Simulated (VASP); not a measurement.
A run of VASP 6.6.1 is set up as follows.

The input INCAR:

```
SYSTEM = Rh
ALGO = Fast ; DIPOL = 0.5 0.5 0.269
EDIFF = 1E-7 ; ENCUT = 520
GGA = PE ; IDIPOL = 3
ISIF = 2 ; ISMEAR = 0
LASPH = .TRUE. ; LCHARG = .FALSE.
LDIPOL = .TRUE. ; LREAL = .FALSE.
LWAVE = .FALSE. ; NBANDS = 102
NELM = 80 ; PREC = Accurate
SIGMA = 0.1
```

Contents of KPOINTS:

```
k-points
0
G
  5 5 1
  0 0 0
```

File POSCAR:

```
Rh
1.0
    5.4163401137      0.0000000000      0.0000000000
    0.0000000000      5.4163401137      0.0000000000
    0.0000000000      0.0000000000     21.6737366391
Rh
12
Direct
    0.2500000000      0.2500000000      0.1845551631
    0.2500000000      0.7500000000      0.1845551631
    0.7500000000      0.2500000000      0.1845551631
    0.7500000000      0.7500000000      0.1845551631
    0.0000000000      0.0000000000      0.2693761940
    0.0000000000      0.5000000000      0.2693761940
    0.5000000000      0.0000000000      0.2693761940
    0.5000000000      0.5000000000      0.2693761940
    0.2500000000      0.2500000000      0.3540569292
    0.2500000000      0.7500000000      0.3540569292
    0.7500000000      0.2500000000      0.3540569292
    0.7500000000      0.7500000000      0.3540569292
```

Potentials or basis: VASP PAW PBE potentials, release 64 (Rh_pv).

The run is started by

```sh
$ cat potpaw_PBE.64/Rh_pv/POTCAR > POTCAR
$ mpirun -np 1 vasp_std > vasp.out
```

What does it give for the largest force?

0.033 eV/Å.

Predict the band gap on the k mesh.

none (metal or under the smearing width).

Forces in eV/Å, atoms in the order of the input:
```
Rh   0.000  0.000  0.033
Rh   0.000  0.000  0.033
Rh   0.000  0.000  0.033
Rh   0.000  0.000  0.033
Rh   0.000  0.000 -0.021
Rh   0.000  0.000 -0.021
Rh   0.000  0.000 -0.021
Rh   0.000  0.000 -0.021
Rh   0.000  0.000 -0.012
Rh   0.000  0.000 -0.012
Rh   0.000  0.000 -0.012
Rh   0.000  0.000 -0.012
```
